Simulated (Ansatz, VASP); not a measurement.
# Cross-check of Si62Sb (Sb-vacancy pair (E centre) in Si) between VASP and Ansatz, part 2 of 2

Wanted: the spread between two codes on one cell, functional and k mesh. The cell is taken from a series of runs on this material, whose earlier steps may have relaxed, scaled, displaced or heated it; both programs get it as it stands.

VASP 6.6.1 and Ansatz 0.2.0.

So far: The starting structure; Ansatz: single point, PBE.

## 3. VASP: single point, PBE

Level of this step: PBE, spin-polarised from a ferromagnetic start; plane waves and PAW (Si, Sb) (VASP).

The same cell, functional, mesh and smearing now go to VASP, with its own data sets.

Lines of VASP's logs that name or quote its potential files are left out, and so is its time.

The input, INCAR:

```
SYSTEM = Si62Sb
PREC = Accurate
ENCUT = 400
EDIFF = 1E-06
NELM = 200
ISMEAR = -1
SIGMA = 0.01
LREAL = Auto
ALGO = Normal
GGA = PE
NBANDS = 176
ISPIN = 2
MAGMOM = 0.01 0.01 0.01 0.02 0.01 0.02 0 0 0 0 0 0.01 0 0 0 0 0 0 0 0 0 0 0.01 0.01 0.07 0.01 0 0 0.01 0.01 0 0 0 0 0 0.01 0 0 0 0.03 0 0.01 0 0.01 0 0.01 0.06 0 0.01 0.01 0.01 0 0 0.01 0 0 0 0 0 0 0 0 0.05
LORBIT = 11
LWAVE = .FALSE.
LCHARG = .FALSE.
ISIF = 2
ISYM = 0
NUPDOWN = 1
LASPH = .TRUE.
GGA_COMPAT = .FALSE.
KPAR = 4
```

The input, POSCAR:

```
Si62Sb
1.0
   10.9395664828      0.0000000000      0.0000000000
    0.0000000000     10.9395664828      0.0000000000
    0.0000000000      0.0000000000     10.9395664828
Si Sb
62 1
Direct
    0.0001293290      0.9984634085      0.2478027218
    0.9997189266      0.2475214958      0.9982309602
    0.2491837687      0.9986093343      0.9988633922
    0.1229910351      0.1227848167      0.3744181764
    0.1222298592      0.3756349785      0.1212306134
    0.3754407747      0.1229485273      0.1221010392
    0.9992996564      0.9981363398      0.7478254043
    0.9986415761      0.2476119387      0.4987263914
    0.2486666588      0.9980101992      0.4974747222
    0.2482185237      0.2487240122      0.7484418230
    0.1244103197      0.1227985012      0.8733631112
    0.1245886882      0.3735696004      0.6222948064
    0.3722735422      0.1279268129      0.6189786067
    0.3744424363      0.3731895255      0.8732408349
    0.9986353970      0.4988971602      0.2478256220
    0.9995040442      0.7482893446      0.9983162677
    0.2490463163      0.4986820527      0.9976910529
    0.2494681695      0.7467859564      0.2485475491
    0.1271704822      0.6195425848      0.3734993344
    0.1249137366      0.8728216122      0.1235350231
    0.3743743347      0.6185382731      0.1272142520
    0.3742938241      0.8729463660      0.3730612828
    0.9991784792      0.4988507480      0.7481929616
    0.0002591177      0.7474516773      0.4981484770
    0.2549086635      0.4900899631      0.4947914406
    0.2502382076      0.7474976119      0.7471005943
    0.1247037920      0.6240776121      0.8724696613
    0.1248861010      0.8728600822      0.6232799488
    0.3721607638      0.6205235620      0.6207920297
    0.3729814025      0.8737724669      0.8732600583
    0.4986692289      0.9979530747      0.2473297210
    0.4997129497      0.2476007128      0.9975709538
    0.7489010398      0.9980096647      0.9980154004
    0.7503086897      0.2482945283      0.2467935459
    0.6212820346      0.1270019955      0.3708171130
    0.6235202192      0.3730353824      0.1237845699
    0.8749304742      0.1225817998      0.1227885831
    0.8744413692      0.3732000178      0.3732506064
    0.4991890676      0.9996434804      0.7462810282
    0.4997166092      0.2559796974      0.4967825109
    0.7477633777      0.9992616426      0.4980944477
    0.7495412147      0.2485971535      0.7484401582
    0.6243189227      0.1235310892      0.8721570447
    0.6249675847      0.3748899142      0.6236851560
    0.8732652661      0.1234631141      0.6232878710
    0.8750247247      0.3728272247      0.8739935454
    0.4972176727      0.4895602195      0.2551031209
    0.4991519128      0.7468405664      0.9994942991
    0.7490969577      0.4987408915      0.9980840651
    0.7483769091      0.7477033348      0.2489501035
    0.6225612110      0.6209105735      0.3716560437
    0.6242422011      0.8727182607      0.1236077605
    0.8734275450      0.6240286460      0.1234117707
    0.8744446855      0.8739275939      0.3718781922
    0.4982888092      0.4986899218      0.7477736274
    0.4981001904      0.7460761233      0.4971298057
    0.7493987367      0.4988066389      0.4975173117
    0.7485830724      0.7487321095      0.7476812534
    0.6236229685      0.6232087903      0.8730106369
    0.6224740699      0.8729665173      0.6214212155
    0.8742463013      0.6235643724      0.6228731341
    0.8740924917      0.8732491644      0.8729534564
    0.2799519595      0.2824695796      0.2793502609
```

The input, KPOINTS:

```
Points of the shifted mesh
8
Reciprocal
 0.2500000000  0.2500000000  0.2500000000 1
 0.2500000000  0.2500000000  0.7500000000 1
 0.2500000000  0.7500000000  0.2500000000 1
 0.2500000000  0.7500000000  0.7500000000 1
 0.7500000000  0.2500000000  0.2500000000 1
 0.7500000000  0.2500000000  0.7500000000 1
 0.7500000000  0.7500000000  0.2500000000 1
 0.7500000000  0.7500000000  0.7500000000 1
```

Potentials, in the order of the species: Si and Sb (PBE family, release 64).

Started as:

```
$ mpirun -np 8 vasp_std
```

Numbers of over 12 decimals in the logs are rounded to 6 here.

What it wrote:

```text
[banner, memory and clock lines left out]
running    8 mpi-ranks, on    1 nodes
[...]
|                                                                             |
|           W    W    AA    RRRRR   N    N  II  N    N   GGGG   !!!           |
|           W    W   A  A   R    R  NN   N  II  NN   N  G    G  !!!           |
|           W    W  A    A  R    R  N N  N  II  N N  N  G       !!!           |
|           W WW W  AAAAAA  RRRRR   N  N N  II  N  N N  G  GGG   !            |
|           WW  WW  A    A  R   R   N   NN  II  N   NN  G    G                |
|           W    W  A    A  R    R  N    N  II  N    N   GGGG   !!!           |
|                                                                             |
|     For optimal performance we recommend to set                             |
|       NCORE = 2 up to number-of-cores-per-socket                            |
|     NCORE specifies how many cores store one orbital (NPAR=cpu/NCORE).      |
|     This setting can greatly improve the performance of VASP for DFT.       |
[...]
|     multi-core architectures or massively parallel machines. Do your        |
|     Unfortunately you need to use the default for GW and RPA                |
|     calculations (for HF NCORE is supported but not extensively tested      |
|     yet).                                                                   |
|                                                                             |

 LDA part: xc-table for (Slater+PW92), standard interpolation
 POSCAR, INCAR and KPOINTS ok, starting setup
[...]
entering main loop
       N       E                     dE             d eps       ncg     rms          rms(c)
DAV:   1     0.542611072876E+03    0.54261E+03   -0.81219E+04  5632   0.960E+02
DAV:   2    -0.284966589366E+03   -0.82758E+03   -0.77866E+03  6752   0.161E+02
DAV:   3    -0.341178089808E+03   -0.56212E+02   -0.55203E+02  7048   0.382E+01
DAV:   4    -0.342526554320E+03   -0.13485E+01   -0.13387E+01  7000   0.713E+00
[...]
DAV:  15    -0.337281051096E+03    0.14510E-05   -0.45969E-06  6296   0.506E-03    0.118E-02
DAV:  16    -0.337281053284E+03   -0.21886E-05   -0.55248E-06  6800   0.448E-03    0.345E-03
DAV:  17    -0.337281054086E+03   -0.80163E-06   -0.83410E-07  3632   0.184E-03
   1 F= -.33728105E+03 E0= -.33728061E+03  d E =-.893556E-03  mag=     1.0000
```

From OUTCAR (step 3):

```text
  FREE ENERGIE OF THE ION-ELECTRON SYSTEM (eV)
  ---------------------------------------------------
  free  energy   TOTEN  =      -337.2810540859 eV

  energy  without entropy=     -337.2801605302  energy(sigma->0) =     -337.28060731

 magnetization (x)
# of ion       s       p       d       tot
------------------------------------------
    1        0.000   0.008   0.000   0.008
    2        0.000   0.007   0.000   0.008
    3        0.000   0.008   0.000   0.008
    4        0.002   0.015   0.000   0.017
    5        0.001   0.010   0.000   0.011
    6        0.002   0.017   0.000   0.019
    7        0.000   0.002   0.000   0.002
    8       -0.000   0.000   0.000   0.000
    9       -0.000   0.000   0.000   0.000
   10        0.000   0.000   0.000   0.000
   11       -0.000   0.001   0.000   0.001
   12        0.000   0.004   0.000   0.004
   13        0.000   0.001   0.000   0.001
[...]
--------------------------------------------------
tot          0.074   0.337   0.003   0.413

[... 1 further part left out ...]
```

The run ends at a pressure of -0.40 GPa, with forces up to 0.31 eV/Å.

## 4. Side by side

Known differences besides the potentials themselves: VASP starts from the moments at which Ansatz ended; the data sets hold 263 valence electrons in Ansatz (on its default PAW (the set named soft_2) files) and 253 in VASP; the cutoff is 420 eV in Ansatz and 400 eV in VASP (PREC = Accurate, projectors in real space); site moments are counted in spheres of each program's own size. Total energies have different zeros and are not compared.

Compared:

```csv
quantity,Ansatz,VASP,difference
"total moment, fixed by the input (μB)",1.00,1.00,0.00
moment on Si25 (μB),0.07,0.06,0.00
moment on Si47 (μB),0.06,0.06,0.00
moment on Sb63 (μB),0.05,0.06,-0.01
```

Forces on 10 of the 63 atoms, those with the largest forces and the largest differences (eV/Å; atoms numbered as in POSCAR):

```csv
atom,"Ansatz x, y, z","VASP x, y, z"
Si4,"0.008, -0.005, 0.128","-0.010, -0.024, 0.139"
Si5,"0.005, 0.121, 0.004","-0.013, 0.133, -0.016"
Si13,"0.215, -0.058, 0.071","0.214, -0.058, 0.071"
Si25,"-0.107, 0.014, -0.140","-0.112, 0.017, -0.137"
Si30,"0.264, -0.048, -0.026","0.262, -0.048, -0.025"
Si35,"0.065, -0.046, 0.187","0.065, -0.046, 0.186"
Si40,"-0.206, -0.164, -0.171","-0.203, -0.167, -0.168"
Si47,"-0.172, 0.020, -0.121","-0.168, 0.023, -0.124"
Si54,"-0.023, -0.050, 0.237","-0.023, -0.050, 0.235"
Sb63,"0.025, -0.026, 0.029","0.052, 0.002, 0.052"
```

The forces differ by 5.0 meV/Å r.m.s., which is 7.6 % of the r.m.s. force of 0.066 eV/Å (both taken over all components).

## 5. Outcome

```
r.m.s. force difference (single point, PBE) : 5.0 meV/Å
```

In words: The r.m.s. force difference is 5.0 meV/Å (single point, PBE), within the 12 meV/Å picked in this series as the mark of a large difference. The data sets hold unlike numbers of valence electrons (263 in Ansatz and 253 in VASP), so part of the differences comes from the potentials. Such differences can come from data sets, numerical settings and the points named under the comparisons, not from the functional's error against experiment.

[Lines on the potential files, build, host, timing and source positions are cut from VASP's logs without a mark.]

[Logs are printed without paths, hosts, clocks, repeated set-up lines and the standing remarks that a program may print on its own settings, such as how far it seeks lower states.]

[Hosts, paths, dates, database ids (printed as entryN), source tags and the programs' standing remarks are cut or masked in the printed files.]
